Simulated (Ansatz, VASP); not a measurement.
**TiTe2: VASP beside Ansatz**

File INCAR:

```
  PREC = Accurate
  ENCUT = 520
  EDIFF = 1E-6
  ISMEAR = -1
  SIGMA = 0.05
  LREAL = False
  LASPH = True
  NELM = 60
  ALGO = Normal
  ISIF = 2
  LWAVE = False
  LCHARG = False
  GGA = CA
  NBANDS = 19
```

KPOINTS

```
Automatic mesh
0
Gamma
  8 8 4
```

Contents of POSCAR:

```
TiTe2
1.0
    3.8020139740      0.0000000000      0.0000000000
   -1.9010069870      3.2926406870      0.0000000000
    0.0000000000      0.0000000000      6.5410343667
Te Ti
2 1
Direct
    0.3333333333      0.6666666667      0.7372000000
    0.6666666667      0.3333333333      0.2628000000
    0.0000000000      0.0000000000      0.0000000000
```

File input.yaml:

```yaml
crystal:
  lattice:
    - [3.802013974, 0.0, 0.0]
    - [-1.901006987, 3.292640687, 0.0]
    - [0.0, 0.0, 6.5410343667]
  atoms:
    - { symbol: Te, position: [0.3333333333, 0.6666666667, 0.7372] }
    - { symbol: Te, position: [0.6666666667, 0.3333333333, 0.2628] }
    - { symbol: Ti, position: [0.0, 0.0, 0.0] }
kpoints:
  mp_grid: { grid: [8, 8, 4] }
scf:
  occupations: { method: fermi_dirac, width: 0.05 }
hamiltonian:
  xc: lda
  pseudopotentials: { kind: all_electron, lapw: { basis_error: 0.002 } }
output:
  forces: true
  stress: true
  eigenvalues: true
```

Change from the starting cell: volume scaled by 1.02.

Alike in both runs: task single point; functional LDA; k mesh 8 × 8 × 4; occupations fermi-dirac, width 0.05 eV; no spin polarisation.

|  | VASP | Ansatz |
| --- | --- | --- |
| version | VASP 6.6.1 | Ansatz 0.2.0 |
| potentials or method | VASP PAW LDA potentials, release 64 (Te, Ti_sv) | all-electron LAPW, scalar-relativistic |
| plane-wave cutoff (eV) | 520 | see its input |

Ansatz gave:

- gap on the k mesh at the Fermi level (eV): none
- pressure (GPa): -5.2
- largest component of the traceless stress (GPa): 0.07
- rms of the force components (eV/Å): 0.218

**Question.** Estimate VASP's values.

**Answer.** gap on the k mesh at the Fermi level (eV): none; pressure (GPa): -5.1; largest component of the traceless stress (GPa): 0.08; rms of the force components (eV/Å): 0.205.

Atom by atom the forces differ by 0.013 eV/Å (rms over components). A gap of «none» marks a metal or a gap that the smearing closes. Ansatz ran all-electron here, so the differences hold the error of VASP's frozen core and of both bases.

The runs have no spin-orbit coupling, so splittings on Te are missing.
